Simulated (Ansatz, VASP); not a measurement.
# KCl in VASP and in Ansatz

INCAR

```
  PREC = Accurate
  ENCUT = 520
  EDIFF = 1E-6
  ISMEAR = 0
  SIGMA = 0.01
  LREAL = False
  LASPH = True
  NELM = 100
  ALGO = Normal
  ISIF = 2
  LWAVE = False
  LCHARG = False
  GGA = PE
  NBANDS = 15
```

Contents of KPOINTS:

```
Automatic mesh
0
Gamma
  6 6 6
```

POSCAR

```
KCl
1.0
    0.0000000000      3.5072828382      3.5072828382
    3.5072828382      0.0000000000      3.5072828382
    3.5072828382      3.5072828382      0.0000000000
K Cl
1 1
Direct
    0.0000000000      0.0000000000      0.0000000000
    0.2500000000      0.2500000000      0.2500000000
```

Input for Ansatz:

```yaml
crystal:
  lattice:
    - [0.0, 3.5072828382, 3.5072828382]
    - [3.5072828382, 0.0, 3.5072828382]
    - [3.5072828382, 3.5072828382, 0.0]
  atoms:
    - { symbol: K, position: [0.0, 0.0, 0.0] }
    - { symbol: Cl, position: [0.25, 0.25, 0.25] }
kpoints:
  mp_grid: { grid: [6, 6, 6] }
  band_path:
    path:
      - [0.0, 0.0, 0.0]
      - [-0.5, -0.5, 0.0]
      - [-0.375, -0.375, 0.25]
      - [-0.375, 0.0, 0.375]
      - [0.0, 0.0, 0.5]
      - [-0.5, -0.25, 0.25]
      - [0.0, 0.416667, -0.416667]
    npoints: 1
hamiltonian:
  xc: pbe
scf:
  occupations: { method: fixed }
  n_extra_bands: 4
output:
  forces: true
  stress: true
  eigenvalues: true
```

Alike in both runs: task single point; functional PBE; k mesh 6 × 6 × 6; no spin polarisation.

|  | VASP | Ansatz |
| --- | --- | --- |
| version | VASP 6.6.1 | Ansatz 0.2.0 |
| potentials or method | VASP PAW PBE potentials, release 64 (K_sv, Cl) | plane waves, PAW |
| plane-wave cutoff (eV) | 520 | 420 |
| occupations | gaussian, width 0.01 eV | fixed |
| valence electrons in the cell | 16 | 16 |

|  | VASP | Ansatz | Ansatz less VASP |
| --- | --- | --- | --- |
| gap on the k mesh at the Fermi level (eV) | 4.77 | 4.78 | +0.001 |
| pressure (GPa) | 0.3 | 0.3 | -0.01 |

A k mesh can miss the band edges.
